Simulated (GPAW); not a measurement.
Cs:

```xyz
1
Lattice="-3.1285 3.1285 3.1285 3.1285 -3.1285 3.1285 3.1285 3.1285 -3.1285" Properties=species:S:1:pos:R:3 pbc="T T T"
Cs    0.0000    0.0000    0.0000
```

```yaml
Program: GPAW 26.7.0
Task: single point
Functional: PBE
Potentials_or_basis: GPAW PAW data sets (gpaw-data 1.2.1)
Cutoff: 600 eV
Basis: pw
k_mesh: 6 × 6 × 6
Occupations: fermi-dirac, width 0.05 eV
Spin: no spin polarisation
```

On this cell: pressure -0.1 GPa; band gap on the k mesh none (metal or under the smearing width).

The same run follows on a disturbed copy (cell strained at random at fixed volume):

```
Cs
1.0
    -3.26995    3.20716    3.27462
     3.13948   -3.06094    2.99793
     3.18433    2.97532   -3.12840
Cs
1
Direct
  0.99977 0.00612 0.00319
```

Question: What changes?

Answer: The energy (extrapolated to zero smearing) moves by -0.8 meV/atom; pressure -0.1 GPa; band gap on the k mesh none (metal or under the smearing width).
